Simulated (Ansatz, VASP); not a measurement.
This is a calculation of In3As for VASP 6.6.1.

INCAR

```
SYSTEM = In3As
ALGO = Fast
EDIFF = 1E-6
ENCUT = 520
GGA = RP
ISIF = 2
ISMEAR = 0
LASPH = .True.
LCHARG = .True.
LELF = .True.
LREAL = .False.
LVHAR = .True.
LWAVE = .False.
NBANDS = 30
NELM = 60
PREC = Accurate
SIGMA = 0.02
```

Contents of KPOINTS:

```
k-points
0
Gamma
  6 6 6
  0 0 0
```

POSCAR

```
In3As
1.0
    4.6716810000      0.0000000000      0.0000000000
    0.0000000000      4.6716810000      0.0000000000
    0.0000000000      0.0000000000      4.6716810000
In As
3 1
Direct
    0.5000000000      0.5000000000      0.0000000000
    0.5000000000      0.0000000000      0.5000000000
    0.0000000000      0.5000000000      0.5000000000
    0.0000000000      0.0000000000      0.0000000000
```

Potentials or basis: VASP PAW PBE potentials, release 64 (In_d, As).

Command:

```sh
$ cat potpaw_PBE.64/In_d/POTCAR potpaw_PBE.64/As/POTCAR > POTCAR
$ mpirun -np 1 vasp_std > vasp.out
```

Q: Translate it to Ansatz 0.2.0. Potentials there: all-electron LAPW, scalar-relativistic.

A: As run (the cutoff follows the program's own potentials):

input.yaml

```yaml
crystal:
  lattice:
    - [4.671681, 0.0, 0.0]
    - [0.0, 4.671681, 0.0]
    - [0.0, 0.0, 4.671681]
  atoms:
    - { symbol: In, position: [0.5, 0.5, 0.0] }
    - { symbol: In, position: [0.5, 0.0, 0.5] }
    - { symbol: In, position: [0.0, 0.5, 0.5] }
    - { symbol: As, position: [0.0, 0.0, 0.0] }
kpoints:
  mp_grid: { grid: [6, 6, 6] }
scf:
  occupations: { method: gaussian, width: 0.02 }
hamiltonian:
  xc: rpbe
  pseudopotentials: { kind: all_electron, lapw: { basis_error: 0.002 } }
output:
  forces: true
  stress: true
  eigenvalues: true
```

Potentials or basis: all-electron LAPW, scalar-relativistic.

Launch:

```console
$ ansatz run input.yaml --threads 2 --pin off --max-ram 6144MiB --backend cpu --events-out ev --progress --plain --runs-dir out
```

Both were run:

|  | VASP | Ansatz | Ansatz less VASP |
| --- | --- | --- | --- |
| gap on the k mesh at the Fermi level (eV) | none | none | - |
| pressure (GPa) | 2.2 | 2.2 | 0.00 |

A gap of «none» marks a metal or a gap that the smearing closes. Ansatz ran all-electron here, so the differences hold the error of VASP's frozen core and of both bases.

Caveats: the PAW data sets were made with another functional, which shifts forces and pressure a little (VASP).
